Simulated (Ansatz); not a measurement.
# ZnS: the cost of one run

Computed with Ansatz 0.2.0 (DFT PBEsol, all-electron LAPW, scalar-relativistic unless said, unless a step's input says otherwise).

The COD entry's cell or inner coordinates are ideal or old and differ from later refinements, so a difference from it is no clean test against experiment.

1 further run of the same task is left out (set aside as unsound or not needed).

**1. The structure to begin with**

The structure is cubic, space group F-43m (No. 216). The conventional cell has a = 5.356 Å, b = 5.356 Å, c = 5.356 Å, α = 90.00°, β = 90.00°, γ = 90.00°. Around Zn (site symmetry -43m) lie 4 S at 2.32 Å. S (site symmetry -43m) is surrounded by 4 Zn at 2.32 Å.

Structure file:

```
CELL_PARAMETERS angstrom
0.00000 2.67777 2.67777
2.67777 0.00000 2.67777
2.67777 2.67777 0.00000
ATOMIC_POSITIONS crystal
Zn 0.75000 0.75000 0.75000
S 0.00000 0.00000 0.00000
```

Cartesian axes are those of the input's lattice vectors. The structure goes back to a database entry.

**2. Reference run, LAPW**

Contents of input.yaml:

```yaml
crystal:
  lattice:
    - [0.0, 2.67776964575, 2.67776964575]
    - [2.67776964575, 0.0, 2.67776964575]
    - [2.67776964575, 2.67776964575, 0.0]
  atoms:
    - { symbol: Zn, position: [0.75, 0.75, 0.75] }
    - { symbol: S, position: [0.0, 0.0, 0.0] }
kpoints:
  mp_grid: { grid: [8, 8, 8] }
scf:
  occupations: { method: fixed }
hamiltonian:
  xc: pbesol
  pseudopotentials: { kind: all_electron, lapw: { basis_error: 0.001 } }
phonons:
  qmesh: [2, 2, 2]
  qpath:
    path:
      - [0.0, 0.0, 0.0]
      - [-0.5, -0.5, 0.0]
      - [-0.375, -0.375, 0.25]
      - [-0.375, 0.0, 0.375]
      - [0.0, 0.0, 0.0]
      - [0.0, 0.0, 0.5]
      - [-0.5, -0.25, 0.25]
      - [-0.5, -0.5, 0.0]
    npoints: 6
  temperatures: { t_min: 0, t_max: 1000, t_step: 100 }
```

Launch:

```
ansatz run input.yaml --threads 1 --pin off --max-ram 3072MiB --backend cpu --events-out ev --progress --plain --runs-dir out
```

Q: Estimate wall time and peak memory on 1 thread of AMD EPYC 7R43 (Zen 3), shared host.

About 19 min, with a peak of 1.1 GiB.
